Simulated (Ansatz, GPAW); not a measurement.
Ta: 3 runs at one level of theory

```
Ta
1.0
     0.00000    2.11000    2.11000
     2.11000    0.00000    2.11000
     2.11000    2.11000    0.00000
Ta
1
Cartesian
  0.0000 0.0000 0.0000
```

This isn't the form of Ta at room conditions, which is bcc.

Alike in all runs: task band structure; functional LDA; k mesh 11 × 11 × 11; occupations fermi-dirac, width 0.05 eV; no spin polarisation; no spin-orbit coupling. LDA stands for any of its common fits. Pressure is positive in compression and, in plane waves, holds the error of the finite cutoff, which Ansatz's Pulay term estimates and takes out.

```tsv
program and potentials	plane-wave cutoff (eV)	notes	pressure (GPa)
Ansatz, Ansatz PAW	420	potentials made for PBE, which Ansatz adapts in part	?
Ansatz, all-electron LAPW, scalar-relativistic	-	-	-10.46
GPAW, the program's PAW data sets (release 1.2.1) made for this functional	600	-	-10.59
```

Q: Estimate from the other rows what the run with Ansatz, Ansatz PAW gave.

A: Pressure -10.45 GPa. Its pressure holds a Pulay term of +0.04 GPa. The other rows, which needn't bracket it: pressure -10.59 to -10.46.
